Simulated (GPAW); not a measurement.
Li2S:

```
CELL_PARAMETERS angstrom
0.00000 2.84450 2.84450
2.84450 0.00000 2.84450
2.84450 2.84450 0.00000
ATOMIC_POSITIONS crystal
S 0.00000 0.00000 0.00000
Li 0.75000 0.75000 0.75000
Li 0.25000 0.25000 0.25000
```

Base run:

* Program: GPAW 26.7.0
* Functional: PBEsol
* Potentials or basis: PAW data sets generated in the run's folder for this functional
* Cutoff: 800 eV
* Basis: pw
* k mesh: 8 × 8 × 8
* Occupations: fermi-dirac, width 0.05 eV
* Spin: no spin polarisation

Its results: band gap on the k mesh 3.21 eV, indirect (least direct gap 4.11 eV); pressure -0.6 GPa.

Task: The run is repeated on the same cell with these changes: functional from PBEsol to r2SCAN; potentials or basis from PAW data sets generated in the run's folder for this functional to GPAW PAW data sets (gpaw-data 1.2.1). What comes out?

Result: Band gap on the k mesh 3.87 eV, indirect (least direct gap 4.94 eV); pressure 0.6 GPa.

Caveats: the PAW data sets were made with another functional, which shifts forces and pressure a little (some runs).

Not every run made on this cell is shown here.
